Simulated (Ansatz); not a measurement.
**CoSn: strain energy, fitted**

CoSn, P6/mmm, a = 5.220 Å, c = 4.168 Å. The structure is a Materials Project entry; whether it is the stable form wasn't checked. Ansatz: PBEsol, PAW, 420 eV, Γ-centred 12×12×8 mesh on 6 atoms, Gaussian smearing 0.10 eV; no spin polarisation. Series: biaxial strain in the a-b plane, c and atoms relaxed; x is the strain in per cent. y is the free energy over the unstrained cell, V0 = 16.393 Å³/atom.

```tsv
x (%)	y (meV/atom)
-6.0	?
-4.0	60.87
-2.0	14.23
0.0	0.00
2.0	12.55
4.0	46.84
6.0	98.27
```

Q: Fit y = c2 x² + c3 x³ to the other rows, turn c2 into a modulus, and predict the missing energy.

A: Least squares on the rows shown. y = 3.3707 x² − 0.10724 x³. In eV per unit strain² c2 is 33.71; M is the biaxial modulus (E = M V0 ε²): 33.71 × 160.2 / (16.393) = 329 GPa. At x = -6.0 the fit asked for gives 144.51 meV/atom. The run gave 146.52 meV/atom, so the fit is 2.01 meV/atom too low, 1.4 % of the span of the series, against an rms of 0.13 meV/atom on the fitted rows. The row lies outside the fitted range. With a term in x⁴ added, a fit to the same known rows predicts 145.62 meV/atom, which recovers part of the miss; the known rows don't hold the rest.

Spin polarisation was left out, and a magnetic state may lie lower.